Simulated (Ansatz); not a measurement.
Rocksalt AlN, relaxed with r2SCAN, was run in the PAW code Ansatz under altered settings. All numbers are computed, without spin polarisation but where a row says otherwise.

```yaml
crystal:
  lattice:
    - [0.00000, 2.01887, 2.01887]
    - [2.01887, 0.00000, 2.01887]
    - [2.01887, 2.01887, 0.00000]
  atoms:
    - { symbol: Al, position: [0.00000, 0.00000, 0.00000] }
    - { symbol: N, position: [0.50000, 0.50000, 0.50000] }
```

The base run's other keys:
```yaml
kpoints:
  mp_grid: { grid: [6, 6, 6] }
hamiltonian:
  xc: hse06
scf:
  occupations: { method: fixed }
  n_extra_bands: 4
```

It takes 10 iterations with 331 plane waves at 420 eV and 16 k points, and leaves a mean stress of -1.54 GPa. The gap over this mesh is 6.082 eV.

Outcomes, with energy and stress as changes against the base:
```
                                    setting    outcome  ΔF (meV/atom)  Δ mean stress (GPa)  gap on the mesh (eV)  iterations
PBE hybrid, exx coeff 0.1, omega 0.2078 1/Å  converged              –                 +4.7                 5.223           9
                  scf.exx.ecutfock_ratio: 1  converged           +5.9                  0.0                 6.080          10
  PBE hybrid, exx coeff 0.35, omega 0.3 1/Å  converged              –                 -2.6                 6.314          11
  PBE hybrid, exx coeff 0.05, omega 0.1 1/Å  converged              –                 +6.3                 5.014           8
              scf.occupations: gaussian 0.2  converged            0.0                  0.0                 6.082          10
              scf.occupations: gaussian 1.5  converged            0.0                  0.0                 6.082          11
```
A dash marks a value that wasn't obtained or can't be compared. Stress is positive in compression.

- PBE hybrid, exx coeff 0.1, omega 0.2078 1/Å. That is 10 % exact exchange, screened with ω = 0.2078 1/Å, against HSE06's 25 % screened at 0.208 1/Å. The mean stress moves by +4.7 GPa and the gap on the mesh by -0.859 eV (to 5.223). Totals of different functionals aren't comparable.
- scf.exx.ecutfock_ratio: 1. The free energy moves by +5.9 meV an atom, the mean stress by 0.0 GPa and the gap on the mesh by -0.002 eV (to 6.080). The result is sensitive to this setting.
- PBE hybrid, exx coeff 0.35, omega 0.3 1/Å. That is 35 % exact exchange, screened with ω = 0.3 1/Å, against HSE06's 25 % screened at 0.208 1/Å. The mean stress moves by -2.6 GPa and the gap on the mesh by +0.232 eV (to 6.314). Totals of different functionals aren't comparable.
- PBE hybrid, exx coeff 0.05, omega 0.1 1/Å. That is 5 % exact exchange, screened with ω = 0.1 1/Å, against HSE06's 25 % screened at 0.208 1/Å. The mean stress moves by +6.3 GPa and the gap on the mesh by -1.068 eV (to 5.014). Totals of different functionals aren't comparable. The program warns that on this mesh the truncation of the exchange isn't bounded, so part of the change can be an error of the mesh.

Within 1 meV an atom, 0.1 GPa and 0.005 eV of the base stay: scf.occupations: gaussian 0.2; scf.occupations: gaussian 1.5.

The stress of a hybrid is loosely converged in these runs.

The meshes of the hybrids are coarse, so their gaps aren't converged to the digits shown.
